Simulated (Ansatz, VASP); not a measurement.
## One calculation of Ba, two programs

INCAR

```
SYSTEM = Ba
PREC = Accurate ; ENCUT = 520
EDIFF = 1E-6 ; ISMEAR = 0
SIGMA = 0.15 ; LREAL = .False.
LASPH = .True. ; NELM = 80
ALGO = Fast ; ISIF = 2
LWAVE = .False. ; LCHARG = .False.
GGA = PS ; NBANDS = 11
```

File KPOINTS:

```
Automatic mesh
0
Gamma
  16 16 16
  0 0 0
```

File POSCAR:

```
Ba
1.0
   -2.8860391832      2.8860391832      1.8759254691
    2.8860391832     -2.8860391832      1.8759254691
    2.8860391832      2.8860391832     -1.8759254691
Ba
1
Direct
    0.0000000000      0.0000000000      0.0000000000
```

Input for Ansatz:

```yaml
crystal:
  lattice:
    - [-2.8860391832, 2.8860391832, 1.8759254691]
    - [2.8860391832, -2.8860391832, 1.8759254691]
    - [2.8860391832, 2.8860391832, -1.8759254691]
  atoms:
    - { symbol: Ba, position: [0.0, 0.0, 0.0] }
basis:
  ecutwfc: 420
kpoints:
  mp_grid: { grid: [16, 16, 16] }
hamiltonian:
  xc: pbesol
scf:
  occupations: { method: gaussian, width: 0.15 }
output:
  forces: true
  stress: true
  eigenvalues: true
```

Alike in both runs: task single point; functional PBEsol; k mesh 16 × 16 × 16; occupations gaussian, width 0.15 eV; no spin polarisation.

|  | VASP | Ansatz |
| --- | --- | --- |
| version | VASP 6.6.1 | Ansatz 0.2.0 |
| potentials or method | VASP PAW PBE potentials, release 64 (Ba_sv) | scalar-relativistic, plane waves, PAW |
| plane-wave cutoff (eV) | 520 | 420 |
| valence electrons in the cell | 10 | 10 |

```tsv
	VASP	Ansatz	Ansatz less VASP
gap on the k mesh at the Fermi level (eV)	none	none	-
pressure (GPa)	0.0	0.0	-0.07
largest component of the traceless stress (GPa)	4.23	4.19	-0.039
```

A gap of «none» marks a metal or a gap that the smearing closes. The functional is the same, so the differences come from potentials, cutoffs and numerics.

Caveats: the PAW data sets were made with another functional, which shifts forces and pressure a little (VASP). The runs have no spin-orbit coupling, so splittings on Ba are missing.
